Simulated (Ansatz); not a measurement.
Basis-set extrapolation for phenol (`Oc1ccccc1`) (PBE0-D4/def2-TZVP geometry, frozen core, the Gaussian-basis code of Ansatz). Multiplicity 1, RHF reference.

```csv
,def2-TZVPP,def2-QZVPP
HF,-305.680431,-305.693550
MP2 correlation,-1.180591,-1.260051
CCSD(T) correlation,-1.263015,not run
```

Energies in hartree. Use E(X) = E(∞) + A·exp(−7.88·√X) for Hartree–Fock and E(X) = E(∞) + B·X^(−2.97) for correlation, with X = 3 and 4, and add CCSD(T) minus MP2 of the smaller set to the MP2 limit.

Question: What is the CCSD(T) energy at the basis-set limit?

Answer: HF limit: -305.693550 + (-0.013119) × 0.13774 = -305.69536. MP2 limit: -1.260051 + (-0.079460) × 0.74074 = -1.31891. Higher-order term: -1.263015 − (-1.180591) = -0.08242. Total: -307.09669 hartree, 402.3 kJ/mol below CCSD(T)/def2-TZVPP.
